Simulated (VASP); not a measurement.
# CdSe (Pm-3m) in VASP: notebook

Aim: see how the results for CdSe move with the level of theory and the settings. Levels: BLYP+D3(BJ), PBE. Tasks: molecular dynamics, relaxation of cell and atoms, relaxation of the volume alone.

Everything below comes from runs of VASP 6.6.1. Logs are shortened: lines on timing, memory, paths and dates and some standing lists are left out, and cuts for length are marked.

**1. Starting point**

The structure is cubic, space group Pm-3m (No. 221). Conventional cell: a = 3.557 Å, b = 3.557 Å, c = 3.557 Å, α = 90.00°, β = 90.00°, γ = 90.00°. Around Cd (site symmetry m-3m) lie 8 Se at 3.08 Å. Se (site symmetry m-3m) has 8 Cd at 3.08 Å as nearest neighbours.

The cell was built by a generator and needn't be a form met in nature.

**2. Molecular dynamics, BLYP+D3(BJ) (atoms moved at random, drawn with an rms of 0.15 Å)**

File INCAR:

```
SYSTEM = CdSe
PREC = Normal ; ENCUT = 400
EDIFF = 1E-5 ; ISMEAR = 0
SIGMA = 0.01 ; LREAL = Auto
LASPH = .True. ; NELM = 80
ALGO = Fast ; ISIF = 2
LWAVE = .False. ; LCHARG = .False.
GGA = B5 ; ALDAX = 1.0
AGGAX = 1.0 ; AGGAC = 1.0
ALDAC = 0.0 ; IVDW = 12
VDW_S6 = 1.0 ; VDW_S8 = 2.6996
VDW_A1 = 0.4298 ; VDW_A2 = 4.2359
IBRION = 0 ; NSW = 40
POTIM = 2 ; TEBEG = 700
TEEND = 700 ; ISYM = 0
NELMIN = 4 ; RANDOM_SEED = 964795 0 0
MDALGO = 1 ; ANDERSEN_PROB = 0.0
```

File KPOINTS:

```
Automatic mesh
0
Gamma
  2 2 2
  0 0 0
```

File POSCAR:

```
CdSe
1.0
    7.1137200000      0.0000000000      0.0000000000
    0.0000000000      7.1137200000      0.0000000000
    0.0000000000      0.0000000000      7.1137200000
Cd Se
8 8
Direct
    0.2476520000      0.2488500000      0.2425325000
    0.2476520000      0.2488500000      0.7425325000
    0.2476520000      0.7488500000      0.2425325000
    0.2476520000      0.7488500000      0.7425325000
    0.7476520000      0.2488500000      0.2425325000
    0.7476520000      0.2488500000      0.7425325000
    0.7476520000      0.7488500000      0.2425325000
    0.7476520000      0.7488500000      0.7425325000
    0.0048435000      0.0145010000      0.0001890000
    0.0048435000      0.0145010000      0.5001890000
    0.0048435000      0.5145010000      0.0001890000
    0.0048435000      0.5145010000      0.5001890000
    0.5048435000      0.0145010000      0.0001890000
    0.5048435000      0.0145010000      0.5001890000
    0.5048435000      0.5145010000      0.0001890000
    0.5048435000      0.5145010000      0.5001890000
```

Potentials or basis: VASP PAW PBE potentials, release 54 (Cd, Se).

Started as:

```sh
$ cat potpaw_PBE.54/Cd/POTCAR potpaw_PBE.54/Se/POTCAR > POTCAR
$ mpirun -np 1 vasp_std > vasp.out
```

OUTCAR:

```text
SYSTEM = CdSe
   PREC = Normal
   ENCUT = 400
   EDIFF = 1E-5
   ISMEAR = 0
   LREAL = Auto
   LASPH = .True.
   NELM = 80
   ISIF = 2
   GGA = B5
   IVDW = 12
   IBRION = 0
   NSW = 40
   POTIM = 2
   TEBEG = 700
   ISYM = 0
   NELMIN = 4
 IVDW          = 12

 ion  position               nearest neighbor table
   1  0.248  0.249  0.243-   9 2.96  13 3.02  10 3.02  14 3.08  11 3.09  15 3.14  12 3.15  16 3.21
                             5 3.56   2 3.56   3 3.56   2 3.56   3 3.56   5 3.56
   2  0.248  0.249  0.743-  10 2.96  14 3.02   9 3.02  13 3.08  12 3.09  16 3.14  11 3.15  15 3.21
                             6 3.56   1 3.56   4 3.56   1 3.56   4 3.56   6 3.56
   3  0.248  0.749  0.243-  11 2.96  15 3.02  12 3.02  16 3.08   9 3.09  13 3.14  10 3.15  14 3.21
                             7 3.56   1 3.56   4 3.56   4 3.56   1 3.56   7 3.56
   4  0.248  0.749  0.743-  12 2.96  16 3.02  11 3.02  15 3.08  10 3.09  14 3.14   9 3.15  13 3.21
                             8 3.56   2 3.56   3 3.56   3 3.56   2 3.56   8 3.56
   5  0.748  0.249  0.243-  13 2.96   9 3.02  14 3.02  10 3.08  15 3.09  11 3.14  16 3.15  12 3.21
                             7 3.56   1 3.56   6 3.56   6 3.56   7 3.56   1 3.56
   6  0.748  0.249  0.743-  14 2.96  10 3.02  13 3.02   9 3.08  16 3.09  12 3.14  15 3.15  11 3.21
                             8 3.56   2 3.56   5 3.56   5 3.56   8 3.56   2 3.56
   7  0.748  0.749  0.243-  15 2.96  11 3.02  16 3.02  12 3.08  13 3.09   9 3.14  14 3.15  10 3.21
                             8 3.56   3 3.56   5 3.56   8 3.56   5 3.56   3 3.56
   8  0.748  0.749  0.743-  16 2.96  12 3.02  15 3.02  11 3.08  14 3.09  10 3.14  13 3.15   9 3.21
                             7 3.56   4 3.56   6 3.56   7 3.56   6 3.56   4 3.56
   9  0.005  0.015  0.000-   1 2.96   5 3.02   2 3.02   6 3.08   3 3.09   7 3.14   4 3.15   8 3.21
[... 11 lines left out ...]
  15  0.505  0.515  0.000-   7 2.96   3 3.02   8 3.02   4 3.08   5 3.09   1 3.14   6 3.15   2 3.21

  16  0.505  0.515  0.500-   8 2.96   4 3.02   7 3.02   3 3.08   6 3.09   2 3.14   5 3.15   1 3.21

IMPORTANT INFORMATION: All symmetrisations will be switched off!
NOSYMM: (Re-)initialisation of all symmetry stuff for point group C_1.

----------------------------------------------------------------------------------------

                                     Primitive cell

  volume of cell :     359.9899

  direct lattice vectors                    reciprocal lattice vectors
     7.113720000  0.000000000  0.000000000     0.140573427  0.000000000  0.000000000
     0.000000000  7.113720000  0.000000000     0.000000000  0.140573427  0.000000000
     0.000000000  0.000000000  7.113720000     0.000000000  0.000000000  0.140573427

  length of vectors
     7.113720000  7.113720000  7.113720000     0.140573427  0.140573427  0.140573427

  position of ions in fractional coordinates (direct lattice)
     0.247652000  0.248850000  0.242532500
     0.247652000  0.248850000  0.742532500
     0.247652000  0.748850000  0.242532500
     0.247652000  0.748850000  0.742532500
     0.747652000  0.248850000  0.242532500
     0.747652000  0.248850000  0.742532500
[... 8 lines left out ...]
     0.504843500  0.514501000  0.000189000
     0.504843500  0.514501000  0.500189000

  ion indices of the primitive-cell ions
   primitive index   ion index
                 1           1
                 2           2
                 3           3
                 4           4
                 5           5
                 6           6
[... 8 lines left out ...]
                15          15
                16          16

----------------------------------------------------------------------------------------

 KPOINTS: Automatic mesh

Automatic generation of k-mesh.
 Grid dimensions read from file:
 generate k-points for:    2    2    2

 Generating k-lattice:

  Cartesian coordinates                     Fractional coordinates (reciprocal lattice)
     0.070286714  0.000000000  0.000000000     0.500000000  0.000000000  0.000000000
     0.000000000  0.070286714  0.000000000     0.000000000  0.500000000  0.000000000
     0.000000000  0.000000000  0.070286714     0.000000000  0.000000000  0.500000000

  Length of vectors
     0.070286714  0.070286714  0.070286714

  Shift w.r.t. Gamma in fractional coordinates (k-lattice)
     0.000000000  0.000000000  0.000000000

 Subroutine IBZKPT returns following result:
 ===========================================

 Found      8 irreducible k-points:

 Following reciprocal coordinates:
            Coordinates               Weight
  0.000000  0.000000  0.000000      1.000000
  0.500000  0.000000  0.000000      1.000000
  0.000000  0.500000  0.000000      1.000000
  0.000000  0.000000  0.500000      1.000000
  0.500000  0.500000  0.000000      1.000000
  0.000000  0.500000  0.500000      1.000000
  0.500000  0.000000  0.500000      1.000000
  0.500000  0.500000  0.500000      1.000000
   k-points           NKPTS =      8   k-points in BZ     NKDIM =      8   number of bands    NBANDS=     86
   number of dos      NEDOS =    301   number of ions     NIONS =     16
   total plane-waves  NPLWV =  46656
   dimension x,y,z NGX =    36 NGY =   36 NGZ =   36
   dimension x,y,z NGXF=    72 NGYF=   72 NGZF=   72
   ions per type =               8   8
   NGX,Y,Z   is equivalent  to a cutoff of   8.41,  8.41,  8.41 a.u.
   NGXF,Y,Z  is equivalent  to a cutoff of  16.83, 16.83, 16.83 a.u.
 SYSTEM =  CdSe
   PREC   = normal    normal or accurate (medium, high low for compatibility)
   ISTART =      0    job   : 0-new  1-cont  2-samecut
   ICHARG =      2    charge: 1-file 2-atom 10-const
   ISPIN  =      1    spin polarized calculation?
   LNONCOLLINEAR =      F non collinear calculations
   LSORBIT =      F    spin-orbit coupling
   LASPH  =      T    aspherical Exc in radial PAW
   ENCUT  =  400.0 eV  29.40 Ry    5.42 a.u.  11.60 11.60 11.60*2*pi/ulx,y,z
   NELM   =     80;   NELMIN=  4; NELMDL= -5     # of ELM steps
   EDIFF  = 0.1E-04   stopping-criterion for ELM
   LREAL  =      T    real-space projection
   EDIFFG = 0.1E-03   stopping-criterion for IOM
   NSW    =     40    number of steps for IOM
   IBRION =      0    ionic relax: 0-MD 1-quasi-New 2-CG
   NFREE  =      0    steps in history (QN), initial steepest desc. (CG)
   ISIF   =      2    stress and relaxation
   ISYM   =      0    0-nonsym 1-usesym 2-fastsym
   POTIM  = 2.0000    time-step for ionic-motion
   TEBEG  =  700.0;   TEEND  = 700.0 temperature during run
   PSTRESS=    0.0 pullay stress
   NELECT =     144.0000    total number of electrons
   NUPDOWN=      -1.0000    fix difference up-down
   EMIN   =  10.00;   EMAX   =-10.00  energy-range for DOS
   EFERMI =   0.00;   METHOD = LEGACY
   ISMEAR =     0;   SIGMA  =   0.01  broadening in eV -4-tet -1-fermi 0-gaus
   EFERMI_NEDOS =   21; number of points for ismear=-14 and -15
   IALGO  =     68    algorithm
   IMIX   =      4    mixing-type and parameters
     AMIX     =   0.40;   BMIX     =  1.00
     AMIX_MAG =   1.60;   BMIX_MAG =  1.00
  volume/ion in A,a.u.               =      22.50       151.83
  Fermi-wavevector in a.u.,A,eV,Ry     =   1.206236  2.279455 19.796543  1.455005
  Thomas-Fermi vector in A             =   2.341909
   LORBIT       =      0    0 simple, 1 ext, 2 COOP (PROOUT), +10 PAW based schemes
   GGA     = B5    functional components
   LHFCALC =     F    Hartree Fock is set to
   AEXX    =    0.0000 exact exchange contribution
   IVDW    =    12    specifies the selected vdW correction
   LEPSILON=     F    determine dielectric tensor
   LRPA    =     F    only Hartree local field effects (RPA)
 molecular dynamics for ions
 non-spin polarized calculation
 RMM-DIIS sequential band-by-band and
 Gauss-broadening in eV      SIGMA  =   0.01
  energy-cutoff  :      400.00
  volume of cell :      359.99
 maximum number of plane-waves:      6619
   NGX = 23   NGY = 23   NGZ = 23

--------------------------------------- Ionic step        1  -------------------------------------------

 number of electron     143.9999893 magnetization

 Free energy of the ion-electron system (eV)
  ---------------------------------------------------
  ext. energy  EPLUGINS =         0.00000000
  ---------------------------------------------------
  free energy    TOTEN  =       -24.32853961 eV

  energy without entropy =      -24.32068413  energy(sigma->0) =      -24.32461187

------------------------ aborting loop because EDIFF is reached ----------------------------------------

 Edisp (eV)  -14.76111

 E6    (eV) :    -3.9887
[... 179 lines left out ...]
  ENERGY OF THE ELECTRON-ION-THERMOSTAT SYSTEM (eV)
  ---------------------------------------------------
% ion-electron   TOTEN  =       -39.087500  see above
  kinetic energy EKIN   =         1.355270
  kin. lattice  EKIN_LAT=         0.000000  (temperature  698.99 K)
  nose potential ES     =         0.000000
  nose kinetic   EPS    =         0.000000
  ---------------------------------------------------
  total energy   ETOTAL =       -37.732229 eV

[... ionic steps 4 to 37 ...]

--------------------------------------- Ionic step       38  -------------------------------------------

 number of electron     143.9999918 magnetization

------------------------ aborting loop because EDIFF is reached ----------------------------------------
[... 127 lines left out ...]
--------------------------------------- Ionic step       40  -------------------------------------------

 number of electron     143.9999926 magnetization

 Free energy of the ion-electron system (eV)
  ---------------------------------------------------
  ext. energy  EPLUGINS =         0.00000000
  ---------------------------------------------------
  free energy    TOTEN  =       -26.22343028 eV

  energy without entropy =      -26.22241640  energy(sigma->0) =      -26.22292334

 E-fermi :   3.6218     XC(G=0):  -9.7475

 val. band max:        3.6160359651   @ k =   0.5000   0.0000   0.0000
 cond. band min:       3.6275276307   @ k =   0.0000   0.5000   0.0000
 fundamental gap:      0.0114916656
 Fermi energy:         3.6217817984

 k-point     1 :       0.0000    0.0000    0.0000
  band No.  band energies     occupation
      1     -10.0664      2.00000
      2      -9.2872      2.00000
      3      -9.2426      2.00000
      4      -9.1347      2.00000
      5      -8.9064      2.00000
      6      -8.8597      2.00000
[... 685 lines left out ...]
     83       8.4741      0.00000
     84       8.5556      0.00000
 [bands above 84 left out]

------------------------ aborting loop because EDIFF is reached ----------------------------------------

 Edisp (eV)  -14.77564

 E6    (eV) :    -3.9874
[... 47 lines left out ...]
  ENERGY OF THE ELECTRON-ION-THERMOSTAT SYSTEM (eV)
  ---------------------------------------------------
% ion-electron   TOTEN  =       -40.999067  see above
  kinetic energy EKIN   =         3.266336
  kin. lattice  EKIN_LAT=         0.000000  (temperature 1684.62 K)
  nose potential ES     =         0.000000
  nose kinetic   EPS    =         0.000000
  ---------------------------------------------------
  total energy   ETOTAL =       -37.732730 eV
```

Run time: 24 min. Hardware: 1 thread of Intel Xeon 6975P-C (Granite Rapids), shared host; peak memory 0.45 GiB.

Results:

```
Dispersion energy per atom : -0.923 eV
```

Step by step:
```csv
step,potential energy change (eV),largest force (eV/Å),pressure (GPa),volume (Å³),temperature (K)
1,0.0000,0.0213,-1.06,359.99,700
2,0.0006,0.0847,-1.07,359.99,700
3,0.0022,0.1641,-1.07,359.99,699
4,0.0048,0.2455,-1.04,359.99,698
5,0.0084,0.3440,-1.00,359.99,696
6,0.0121,0.4379,-0.99,359.99,694
7,0.0158,0.5323,-0.95,359.99,692
8,0.0194,0.6286,-0.90,359.99,690
9,0.0226,0.7185,-0.86,359.99,688
10,0.0251,0.8102,-0.80,359.99,687
11,0.0261,0.9046,-0.76,359.99,687
12,0.0256,0.9886,-0.70,359.99,687
13,0.0229,1.0698,-0.63,359.99,688
14,0.0178,1.1445,-0.58,359.99,691
15,0.0097,1.2265,-0.51,359.99,695
16,-0.0021,1.3061,-0.44,359.99,702
17,-0.0180,1.3796,-0.37,359.99,710
18,-0.0387,1.4544,-0.30,359.99,720
19,-0.0647,1.5236,-0.23,359.99,734
20,-0.0965,1.5900,-0.16,359.99,750
21,-0.1350,1.6553,-0.09,359.99,770
22,-0.1804,1.6990,-0.01,359.99,793
23,-0.2328,1.7247,0.06,359.99,820
24,-0.2928,1.7455,0.12,359.99,851
25,-0.3600,1.7562,0.19,359.99,886
26,-0.4346,1.7636,0.28,359.99,924
27,-0.5164,1.7631,0.34,359.99,967
28,-0.6056,1.7595,0.43,359.99,1013
29,-0.7013,1.7978,0.50,359.99,1062
30,-0.8029,1.8286,0.57,359.99,1114
31,-0.9097,1.8576,0.67,359.99,1169
32,-1.0206,1.8744,0.75,359.99,1226
33,-1.1344,1.8977,0.83,359.99,1285
34,-1.2503,1.8994,0.92,359.99,1345
35,-1.3675,1.8864,1.02,359.99,1405
36,-1.4830,1.8757,1.12,359.99,1465
37,-1.5962,1.8589,1.22,359.99,1523
38,-1.7059,1.8325,1.34,359.99,1580
39,-1.8109,1.8016,1.46,359.99,1634
40,-1.9094,1.7596,1.58,359.99,1685
```

Caveat: the k mesh is coarse (spacing up to 0.44 Å⁻¹), so the values aren't converged; the PAW data sets were made with another functional, which shifts forces and pressure a little.

**3. Relaxation of cell and atoms, PBE**

This run uses another cell than the first one: it holds 2 atoms, not 16.

File INCAR:

```
  PREC = Accurate
  ENCUT = 600
  EDIFF = 1E-6
  ISMEAR = -1
  SIGMA = 0.05
  LREAL = False
  LASPH = True
  NELM = 80
  ALGO = Fast
  ISIF = 3
  LWAVE = False
  LCHARG = False
  GGA = PE
  IBRION = 2
  NSW = 60
  EDIFFG = -0.01
  PSTRESS = 0
```

File KPOINTS:

```
regular mesh
0
Gamma
  8 8 8
```

File POSCAR:

```
CdSe
1.0
    3.5568600000      0.0000000000      0.0000000000
    0.0000000000      3.5568600000      0.0000000000
    0.0000000000      0.0000000000      3.5568600000
Cd Se
1 1
Direct
    0.5000000000      0.5000000000      0.5000000000
    0.0000000000      0.0000000000      0.0000000000
```

Potentials or basis: VASP PAW PBE potentials, release 64 (Cd, Se).

Started as:

```sh
$ cat potpaw_PBE.64/Cd/POTCAR potpaw_PBE.64/Se/POTCAR > POTCAR
$ mpirun -np 1 vasp_std > vasp.out
```

Run time: 16 s. Hardware: 1 thread of Intel Xeon Platinum 8488C (Sapphire Rapids), shared host; peak memory 0.17 GiB.

The run converged. Its results:

```yaml
Free_energy: -4.3080 eV
Relaxed_volume: 22.61 Å³/atom
Relaxed_cell: a = 3.563 Å, b = 3.563 Å, c = 3.563 Å, α = 90.00°, β = 90.00°, γ = 90.00°
Space_group_after_relaxing_to_0.05_Å: Pm-3m (No. 221)
Energy_gained_by_relaxing: 0.1 meV/atom
Ionic_steps: 2
Pressure_after_relaxing: 0.0 GPa
Band_gap_on_the_k_mesh: none (metal or under the smearing width)
```

The path:
```tsv
step	energy change (eV)	largest force (eV/Å)	pressure (GPa)	volume (Å³)
1	0.0000	0.0000	0.24	45.00
2	-0.0001	0.0000	-0.01	45.22
```

Final structure:
```
CELL_PARAMETERS angstrom
3.56263 0.00000 0.00000
0.00000 3.56263 0.00000
0.00000 0.00000 3.56263
ATOMIC_POSITIONS crystal
Cd 0.50000 0.50000 0.50000
Se 0.00000 0.00000 0.00000
```

Levels at points of the mesh, in eV from the Fermi level:
```
           k point  band 7  band 8  band 9  band 10  band 11  band 12
(0.00, 0.00, 0.00)   -1.60   -1.13   -1.13    -1.13     6.14     6.14
(0.50, 0.00, 0.00)   -5.89    0.07    0.07     2.72     3.90     6.60
(0.50, 0.50, 0.00)   -4.30   -4.30   -1.43     0.21     7.12     7.12
(0.50, 0.50, 0.50)   -2.15   -2.15   -2.15     1.51     1.51     1.51
```

**4. Relaxation of the volume alone, PBE**

This run uses another cell than the first one: it holds 2 atoms, not 16.

File INCAR:

```
SYSTEM = CdSe
ALGO = Fast
EDIFF = 1E-6
EDIFFG = -0.01
ENCUT = 300
GGA = PE
IBRION = 2
ISIF = 7
ISMEAR = -1
LASPH = .TRUE.
LCHARG = .FALSE.
LREAL = .FALSE.
LWAVE = .FALSE.
NELM = 80
NSW = 60
PREC = Accurate
PSTRESS = 0
SIGMA = 0.05
```

File KPOINTS:

```
k-points
0
G
  8 8 8
  0 0 0
```

POSCAR is that of step 3.

Started as:

```sh
$ cat potpaw_PBE.64/Cd/POTCAR potpaw_PBE.64/Se/POTCAR > POTCAR
$ mpirun -np 1 vasp_std > vasp.out
```

Run time: 7.6 s. Hardware: 1 thread of Intel Xeon Platinum 8488C (Sapphire Rapids), shared host; peak memory 0.13 GiB.

These settings aren't checked as converged (typed here: ISIF = 7; ENCUT = 300): the numbers below hold their error.

Results:

```yaml
Free_energy: -4.3062 eV
Relaxed_volume: 22.62 Å³/atom
Relaxed_cell: a = 3.563 Å, b = 3.563 Å, c = 3.563 Å, α = 90.00°, β = 90.00°, γ = 90.00°
Space_group_after_relaxing_to_0.05_Å: Pm-3m (No. 221)
Energy_gained_by_relaxing: 0.1 meV/atom
Ionic_steps: 2
Band_gap_on_the_k_mesh: none (metal or under the smearing width)
```

Caveat: the cutoff is under 1.25 times the usual one of these potentials, so pressure, stress and relaxed cells hold a basis-set (Pulay) error.

**5. The reference run**

An earlier run on the cell as given: functional PBE; potentials or basis VASP PAW PBE potentials, release 64 (Cd, Se); cutoff 520 eV; k mesh 8 × 8 × 8; occupations fermi-dirac, width 0.05 eV; no spin polarisation.

* Pressure: 0.3 GPa
* Band gap on the k mesh: none (metal or under the smearing width)

**6. Overview**

```csv
task,level,potentials or basis,cell,k mesh,cutoff (eV),smearing,supercell matrix,temperature,mesh quality,gap on the mesh (eV),pressure (GPa)
molecular dynamics,BLYP+D3(BJ),"VASP PAW PBE potentials, release 54 (Cd, Se)","atoms moved at random, drawn with an rms of 0.15 Å",2 × 2 × 2,400,gaussian 0.01 eV,"[2, 0, 0, 0, 2, 0, 0, 0, 2]",700,coarse,-,-
relaxation of cell and atoms,PBE,"VASP PAW PBE potentials, release 64 (Cd, Se)",relaxed,8 × 8 × 8,600,fermi-dirac 0.05 eV,-,-,not flagged,none,0.0
single point,PBE,"VASP PAW PBE potentials, release 64 (Cd, Se)",as given,8 × 8 × 8,520,fermi-dirac 0.05 eV,-,-,not flagged,none,0.3
```

Alike in all rows: no spin polarisation.

Caveats: some runs use coarse meshes; the PAW data sets were made with another functional, which shifts forces and pressure a little (some runs).

Total energies depend on the potentials used, so only differences within one code and one set of settings carry meaning.
